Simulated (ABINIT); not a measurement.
A run of ABINIT 10.8.3 (patched build):

The input run.abi:

```
ndtset 2

pp_dirpath "./"
pseudos "Ru.LDA_PW-JTH.xml"

acell 3*1.0
rprim
     5.1132209480     0.0000000000     0.0000000000
    -2.5566104740     4.4281792362     0.0000000000
     0.0000000000     0.0000000000     8.0916182930
ntypat 1
znucl 44
natom 2
typat 1 1
xred
     0.6666666667     0.3333333333     0.7500000000
     0.3333333333     0.6666666667     0.2500000000

ecut 15.0
pawecutdg 30.0

ixc -1007

occopt 3
tsmear 0.00183747

nstep 100

iomode 3
prtwf 0
prteig 0
prtebands 0
enunit 2
prtden1 1
prtvha1 1
prtvclmb1 1
prtpot1 1

kptopt1 1
ngkpt1 11 11 6
nshiftk1 1
shiftk1 0.0 0.0 0.0
nband1 20
tolvrs1 1.0e-9

iscf2 -2
getden2 1
nband2 24
nbdbuf2 2
tolwfr2 1.0e-12
kptopt2 -7
ndivsm2 6
prteig2 1
prtvol2 -3
kptbounds2
     0.0000000000     0.0000000000     0.0000000000
     0.5000000000     0.0000000000     0.0000000000
     0.3333333333     0.3333333333     0.0000000000
     0.0000000000     0.0000000000     0.0000000000
     0.0000000000     0.0000000000     0.5000000000
     0.5000000000     0.0000000000     0.5000000000
     0.3333333333     0.3333333333     0.5000000000
     0.0000000000     0.0000000000     0.5000000000
```

Potentials or basis: JTH PAW LDA v2.0.

Launch:

```bash
$ abinit run.abi > log 2>&1
```

Hardware: 1 thread of Arm Neoverse V2, with other jobs on the host.

Estimate the wall time of this run.

Run time: 27 s on 1 thread of Arm Neoverse V2, on a shared host, peak memory 0.11 GiB. Counts: scf iterations 11, k points 64, bands 20, plane waves 523.
